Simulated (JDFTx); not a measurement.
Al2O3:

```
CELL_PARAMETERS angstrom
3.01748 0.00000 0.00000
-1.50874 2.61322 0.00000
0.00000 0.00000 7.57464
ATOMIC_POSITIONS crystal
Al 0.00000 0.00000 0.72205
Al 0.00000 0.00000 0.27795
O 0.00000 0.00000 0.50000
O 0.66667 0.33333 0.80055
O 0.33333 0.66667 0.19945
```

Measurements of this composition are mostly on another form, of space group No. 167.

Below is the output of JDFTx 1.7.0 (patched build) for this cell. Logs are shortened: lines on timing, memory, paths and dates and some standing lists are left out, and cuts for length are marked.

```text
*************** JDFTx 1.7.0 (patched build) ***************

Input parsed successfully to the following command list (including defaults):
[... the input with its defaults ...]

---------- Setting up symmetries ----------

Found 24 point-group symmetries of the bravais lattice
Found 12 space-group symmetries with basis
Applied RMS atom displacement 2.08215e-10 bohrs to make symmetries exact.

---------- Initializing the Grid ----------
R =
[      5.70222     -2.85111            0  ]
[            0      4.93826            0  ]
[            0            0       14.314  ]
unit cell volume = 403.068
G =
[    1.10188   0.636174         -0  ]
[          0    1.27235          0  ]
[          0         -0   0.438954  ]
Minimum fftbox size, Smin = [  48  48  120  ]
Chosen fftbox size, S = [  48  48  120  ]

---------- Initializing tighter grid for wavefunction operations ----------
R =
[      5.70222     -2.85111            0  ]
[            0      4.93826            0  ]
[            0            0       14.314  ]
unit cell volume = 403.068
G =
[    1.10188   0.636174         -0  ]
[          0    1.27235          0  ]
[          0         -0   0.438954  ]
Minimum fftbox size, Smin = [  36  36  84  ]
Chosen fftbox size, S = [  36  36  84  ]

---------- Exchange Correlation functional ----------
Initalized PBEsol GGA exchange.
Initalized PBEsol GGA correlation.

---------- Setting up pseudopotentials ----------
Width of ionic core gaussian charges (only for fluid interactions / plotting) set to 0

Reading pseudopotential file 'pseudo/Al.upf':
  'Al' pseudopotential, 'PBESOL' functional
  Generated using ONCVPSP code by D. R. Hamann
  3 valence electrons, 2 orbitals, 6 projectors, 1001 radial grid points, with lMax = 2
    3S    l: 0   occupation:  2.0   eigenvalue: -0.283523
    3P    l: 1   occupation:  1.0   eigenvalue: -0.098840
  Core radius for overlap checks: 1.74 bohrs.
[... 58 lines left out ...]
SCF: Cycle:  6   F: -52.418882836922094   dF: -1.799e-05   |Residual|: 1.061e-03   |deigs|: 6.204e-04
	FillingsUpdate:  mu: +0.222123427  nElectrons: 24.000000
SCF: Cycle:  7   F: -52.418884035368016   dF: -1.198e-06   |Residual|: 4.132e-04   |deigs|: 1.875e-04
	FillingsUpdate:  mu: +0.222147546  nElectrons: 24.000000
SCF: Cycle:  8   F: -52.418884430940416   dF: -3.956e-07   |Residual|: 2.728e-04   |deigs|: 1.003e-04
	FillingsUpdate:  mu: +0.222175856  nElectrons: 24.000000
SCF: Cycle:  9   F: -52.418884540248378   dF: -1.093e-07   |Residual|: 8.363e-05   |deigs|: 7.307e-05
	FillingsUpdate:  mu: +0.222175302  nElectrons: 24.000000
SCF: Cycle: 10   F: -52.418884568097859   dF: -2.785e-08   |Residual|: 4.390e-05   |deigs|: 5.802e-05
	FillingsUpdate:  mu: +0.222171157  nElectrons: 24.000000
SCF: Cycle: 11   F: -52.418884578245212   dF: -1.015e-08   |Residual|: 2.489e-05   |deigs|: 6.933e-05
	FillingsUpdate:  mu: +0.222166547  nElectrons: 24.000000
SCF: Cycle: 12   F: -52.418884582368271   dF: -4.123e-09   |Residual|: 1.759e-05   |deigs|: 5.640e-05
	FillingsUpdate:  mu: +0.222166938  nElectrons: 24.000000
SCF: Cycle: 13   F: -52.418884583687039   dF: -1.319e-09   |Residual|: 8.109e-06   |deigs|: 4.542e-05
	FillingsUpdate:  mu: +0.222166542  nElectrons: 24.000000
SCF: Cycle: 14   F: -52.418884584188149   dF: -5.011e-10   |Residual|: 1.533e-06   |deigs|: 5.847e-05
	FillingsUpdate:  mu: +0.222166926  nElectrons: 24.000000
SCF: Cycle: 15   F: -52.418884584366332   dF: -1.782e-10   |Residual|: 1.323e-06   |deigs|: 4.175e-05
SCF: Converged (|Delta E|<1.000000e-09 for 2 iters).

Setting wave functions to eigenvectors of Hamiltonian
Converging empty states (this may take a while):
EmptyStates: None of the convergence criteria satisfied.
|deigs|: 1.020e-03

# Stress tensor in Cartesian coordinates [Eh/a0^3]:
[  0.000157701            0            0  ]
[            0  0.000157701            0  ]
[            0            0  9.15748e-05  ]

# Ionic positions in lattice coordinates:
ion Al   0.000000000000000   0.000000000000000   0.722049000000000 1
ion Al   0.000000000000000   0.000000000000000   0.277951000000000 1
ion O   0.000000000000000   0.000000000000000   0.500000000000000 1
ion O   0.666666666666667   0.333333333333333   0.800546000000000 1
ion O   0.333333333333333   0.666666666666667   0.199454000000000 1

# Forces in Cartesian coordinates:
force Al  -0.000000000000000  -0.000000000000000  -0.001574880651928 1
force Al   0.000000000000000   0.000000000000000   0.001574880651928 1
force O   0.000000000000000   0.000000000000000  -0.000000000000000 1
force O   0.000000000000000  -0.000000000000000  -0.004112293663379 1
force O   0.000000000000000   0.000000000000000   0.004112293663380 1

# Energy components:
   Eewald =      -35.9858028910847807
       EH =       17.7854110685066082
     Eloc =      -49.6518184068280064
      Enl =       -7.2062890919790776
      Exc =      -14.7238742774990481
 Exc_core =        1.9423135574281301
       KE =       35.4211754570904702
-------------------------------------
     Etot =      -52.4188845843656992
       TS =        0.0000000000006343
-------------------------------------
        F =      -52.4188845843663316

IonicMinimize: Iter:   0  F: -52.418884584366332  |grad|_K:  1.608e-03
IonicMinimize: None of the convergence criteria satisfied after 0 iterations.

#--- Lowdin population analysis ---
# oxidation-state Al +1.298 +1.298
# oxidation-state O -0.826 -0.782 -0.782

Dumping 'run.eigStats' ...
	eMin: -0.537684 at state 0 ( [ +0.000000 +0.000000 +0.000000 ] spin 0 )
	HOMO: +0.179411 at state 0 ( [ +0.000000 +0.000000 +0.000000 ] spin 0 )
	mu  : +0.222166
	LUMO: +0.259527 at state 0 ( [ +0.000000 +0.000000 +0.000000 ] spin 0 )
	eMax: +0.617381 at state 0 ( [ +0.000000 +0.000000 +0.000000 ] spin 0 )
	HOMO-LUMO gap: +0.080117
	Optical gap  : +0.080117 at state 0 ( [ +0.000000 +0.000000 +0.000000 ] spin 0 )
WARNING: the last solve of the electrons (or of bands or displaced states from it) ended unconverged.
Done!
[note: mu as printed may lie anywhere between the filled and the empty levels]
```

Q: What input gives this log?

A: Single point with PBEsol, no spin polarisation. The files as run (others can give the same):

Al2O3.in
```
lattice \
    5.7022155940    -2.8511077970     0.0000000000 \
    0.0000000000     4.9382635623     0.0000000000 \
    0.0000000000     0.0000000000    14.3139875379
coords-type Lattice
ion Al     0.0000000000     0.0000000000     0.7220490000 1
ion Al     0.0000000000     0.0000000000     0.2779510000 1
ion O      0.0000000000     0.0000000000     0.5000000000 1
ion O      0.6666666667     0.3333333333     0.8005460000 1
ion O      0.3333333333     0.6666666667     0.1994540000 1

ion-species pseudo/Al.upf
ion-species pseudo/O.upf
elec-cutoff 42 336
elec-ex-corr gga-PBEsol
kpoint-folding 10 10 4
elec-smearing Fermi 0.0018374661
elec-n-bands 18
electronic-SCF nIterations 100 energyDiffThreshold 1e-09
electronic-minimize nIterations 30 energyDiffThreshold 1e-7
converge-empty-states yes
forces-output-coords Cartesian

dump-name run.$VAR
dump End Ecomponents EigStats BandEigs Kpoints Forces Stress ElecDensity Dtot KEdensity
```

Potentials or basis: PseudoDojo-SR-PBEsol-0.4.1-standard with smoothed tails.
The run is started by
```bash
$ jdftx -c 1 -i Al2O3.in -o Al2O3.out
```

Caveat: the empty levels aren't tightly converged.
